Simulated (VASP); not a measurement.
Wanted: the native input for a VASP 6.6.1 run.

```
Task                               : electrostatic potential
Functional                         : PBE0
Potentials or basis                : VASP PAW PBE potentials, release 64 (Mg, Se)
Cutoff                             : 520 eV
k mesh                             : 6 × 6 × 6
Occupations                        : gaussian, width 0.02 eV
Spin                               : no spin polarisation
Grid for exact exchange (PRECFOCK) : Fast
Exchange at q = 0                  : default
Further INCAR settings             : ALGO = Normal; EDIFF = 1e-07
```

MgSe:

```
CELL_PARAMETERS angstrom
0.00000 2.75218 2.75218
2.75218 0.00000 2.75218
2.75218 2.75218 0.00000
ATOMIC_POSITIONS crystal
Mg 0.00000 0.00000 0.00000
Se 0.50000 0.50000 0.50000
```

The cell was built by a generator and needn't be a form met in nature.

The input as run:

POSCAR

```
MgSe                                    
1.0
    0.0000000000      2.7521758938      2.7521758938
    2.7521758938      0.0000000000      2.7521758938
    2.7521758938      2.7521758938      0.0000000000
  Mg              Se            
     1     1
Direct
     0.0000000000000000    0.0000000000000000    0.0000000000000000
     0.5000000000000000    0.5000000000000000    0.5000000000000000
```

INCAR.step1

```
SYSTEM = MgSe
PREC = Accurate
ENCUT = 520
EDIFF = 1E-5
ISMEAR = 0
SIGMA = 0.02
LREAL = .False.
LASPH = .True.
NELM = 100
ALGO = Normal
ISIF = 2
LWAVE = .True.
GGA = PE
KPAR = 4
```

INCAR.step2

```
SYSTEM = MgSe
PREC = Accurate
ENCUT = 520
EDIFF = 1E-7
ISMEAR = 0
SIGMA = 0.02
LREAL = .False.
LASPH = .True.
NELM = 100
ALGO = Normal
ISIF = 2
LWAVE = .False.
LCHARG = .True.
GGA = PE
LHFCALC = .True.
AEXX = 0.25
PRECFOCK = Fast
LVHAR = .True.
ISTART = 1
KPAR = 4
```

KPOINTS

```
regular mesh
0
Gamma
  6 6 6
  0 0 0
```

Potentials or basis: VASP PAW PBE potentials, release 64 (Mg, Se).

Run with:

```bash
$ cat potpaw_PBE.64/Mg/POTCAR potpaw_PBE.64/Se/POTCAR > POTCAR
$ cp INCAR.step1 INCAR
$ mpirun -np 4 vasp_std > vasp.out
$ cp INCAR.step2 INCAR
$ mpirun -np 4 vasp_std > vasp.out
```

Results of the run:

The pressure is -1.6 GPa. The band gap on the k mesh is 3.30 eV, indirect (least direct gap 4.05 eV).

Caveat: the PAW data sets were made with another functional, which shifts forces and pressure a little.

It took 65 s on 4 MPI ranks on AMD EPYC 9R45 96-Core Processor (Zen 5), with other jobs on the host, peak memory 0.16 GiB a rank.
